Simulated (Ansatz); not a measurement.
BaTiO3 in Ansatz: convergence with k mesh

Crystal: BaTiO3.

```xyz
5
Lattice="2.8274 1.6324 2.3184 -2.8274 1.6324 2.3184 0.0000 -3.2648 2.3184" Properties=species:S:1:pos:R:3 pbc="T T T"
Ba    0.0000    0.0000    0.0000
Ti    0.0000    0.0000    3.3698
O     1.3885   -0.8017    2.3988
O    -1.3885   -0.8017    2.3988
O     0.0000    1.6033    2.3988
```

| Property | Result |
| --- | --- |
| Program | Ansatz 0.2.0 |
| Task | convergence study |
| Functional | PBEsol |
| Potentials or basis | Ansatz PAW |
| Cutoff | 420 eV (not typed: the program's choice for these potentials) |
| k mesh | 2 × 2 × 2 |
| Occupations | fermi-dirac, width 0.05 eV |
| Spin | no spin polarisation |
| Hubbard terms | Ti d U = 6 eV |

These are the settings of the first run; the series varies k mesh, with any setting tied to it.

Hardware: 2 threads of Arm Neoverse V2, with other jobs on the host.

```tsv
k mesh	energy less the tightest run, at zero smearing (meV/atom)	pressure (GPa)	largest force (eV/Å)	gap on the mesh (eV)	SCF cycles	CPU time (s)	peak memory (GiB)
2 × 2 × 2	89.53	2.60	1.000	2.860	9	2.2	0.32
3 × 3 × 3	8.81	1.15	0.464	3.309	9	2.9	0.33
4 × 4 × 4	0.98	1.06	0.710	3.028	9	4.2	0.35
5 × 5 × 5	0.14	1.05	0.757	3.153	8	5.6	0.38
6 × 6 × 6	0.03	1.05	0.766	3.033	8	8.2	0.41
8 × 8 × 8	0.00	1.05	0.768	3.033	8	16	0.48
9 × 9 × 9	0.01	1.05	0.768	3.072	8	21	0.53
11 × 11 × 11	0.00	1.05	0.768	3.059	8	34	0.67
```

Against the tightest run, the energy stays within 1 meV/atom from 4 × 4 × 4 on; the pressure stays within 0.1 GPa from 4 × 4 × 4 on; the largest force stays within 0.005 eV/Å from 6 × 6 × 6 on. Not settled before the last step: the gap on the mesh (to 0.01 eV). Meshes of other sizes hit other points, so gaps and Fermi surfaces needn't settle smoothly. The tightest run that finished is the yardstick and may itself not be fully converged.

Caveat, for the tightest run too: odd divisions of the mesh miss points on the zone boundary, where band edges often lie, so the gap on the mesh can be too wide; the pressure holds a Pulay correction of +0.6 GPa for the finite cutoff; spin-orbit coupling is left out, which moves the levels of the heavy elements; the PAW data sets come from PBE, with cores solved anew for the run's functional, which leaves a small shift of forces and pressure.
